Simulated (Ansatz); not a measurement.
# Tetragonal deformation path in Ti

Theory: DFT PBE, scalar-relativistic, plane waves, PAW in Ansatz. The runs took a 420 eV cutoff, a Γ-centred 22×22×22 mesh and Gaussian smearing (0.15 eV). No spin polarisation. Energies are free energies at this smearing, counted from the undisturbed cell; pressure is positive in compression.

The starting cell (as given, not relaxed at this level; it stands at -2.4 GPa; this bcc form isn't the usual structure):

```
Ti
1.0
    -1.64100    1.64100    1.64100
     1.64100   -1.64100    1.64100
     1.64100    1.64100   -1.64100
Ti
1
Direct
  0.00000 0.00000 0.00000
```

At fixed volume and fractional coordinates, lengths along (0.000, 0.000, 1.000) are scaled against those across it; ρ is that ratio over its starting value. The cell is metallic on the mesh throughout. At ρ = 1.414 the cell becomes cubic (Fm-3m), and there the slope of the energy vanishes by symmetry.

Task: Over the sampled range (0.650 to 1.500), is the undisturbed cell the lowest point?

Result: No: the energy is lower at ρ = 1.414, -51.6 in ΔE (meV/atom).

The scan:

| ρ | ΔE (meV/atom) |
| --- | --- |
| 0.650 | 220.5 |
| 0.707 | 98.6 |
| 0.780 | 14.7 |
| 0.850 | -11.9 |
| 0.920 | -7.6 |
| 0.960 | -1.8 |
| 1.000 | 0.0 |
| 1.050 | -2.0 |
| 1.100 | -7.2 |
| 1.200 | -25.1 |
| 1.300 | -43.1 |
| 1.414 | -51.6 |
| 1.500 | -47.2 |